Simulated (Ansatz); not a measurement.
# SiO2: the gap under pressure

SiO2, I4/mmm, a = 8.939 Å, c = 5.231 Å. This isn't the usual stable structure of the compound. Ansatz: r2SCAN, PAW, 500 eV, Γ-centred 6×6×6 mesh on 12 atoms, Gaussian smearing 0.02 eV; no spin polarisation. Cell and atoms are relaxed at each pressure, and no other structure is tried, so the rows at high pressure may lie past a change of phase. The gap is sought over the whole zone. The pressures are the targets, met within 0.02 GPa.

```
P (GPa) gap y (eV)
   -1.0           ?
    0.0       6.076
    1.0       6.086
    4.0       6.096
   12.0       6.056
   25.0       5.770
```

**Question.** Fit y = E0 + αP + βP² to the other rows and predict the missing gap.

**Answer.** Least squares on the rows shown. y = 6.0773 + 0.0079606 P − 0.00081014 P². So α = 8.0 meV/GPa, but an edge moves to another point of the zone between 0 and 1 GPa, so this isn't the slope at zero pressure. At P = -1.0 the fit asked for gives 6.069 eV. The run gave 6.062 eV, so the fit is 0.007 eV too high, a small miss on the scale of the series. Note that among the fitted rows a band edge sits at another point of the zone at 1, 4, 12, 25 GPa than at zero pressure, so one curve spans more than one gap.

Semilocal functionals give gaps under the measured ones; changes of the gap mostly carry over better.